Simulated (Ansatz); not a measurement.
**Pb in Ansatz: the effect of functional**

Crystal: Pb.

```
CELL_PARAMETERS angstrom
0.00000 3.39252 3.39252
3.39252 0.00000 3.39252
3.39252 3.39252 0.00000
ATOMIC_POSITIONS crystal
Pb 0.25000 0.25000 0.25000
Pb 0.00000 0.00000 0.00000
```

This isn't the form of Pb at room conditions, which is fcc.

The cell isn't the ideal one: volume scaled by 0.96.

Alike in all runs:

* Program: Ansatz 0.2.0
* Task: single point
* Potentials or basis: Ansatz PAW
* k mesh: 7 × 7 × 7
* Occupations: fermi-dirac, width 0.05 eV
* Spin: no spin polarisation

Task: One run gave: pressure 0.7 GPa. Which functional did it use?
A. PBEsol
B. LDA
C. r2SCAN

Result: B.

| functional | cutoff | pressure (GPa) |
| --- | --- | --- |
| LDA | 420 eV (not typed: the program's choice for these potentials) | 0.7 |
| PBEsol | 420 eV (not typed: the program's choice for these potentials) | 1.9 |
| r2SCAN | 500 eV (not typed: the program's choice for these potentials) | 2.6 |

Caveats: the PAW data sets come from PBE, with cores solved anew for the run's functional, which leaves a small shift of forces and pressure.
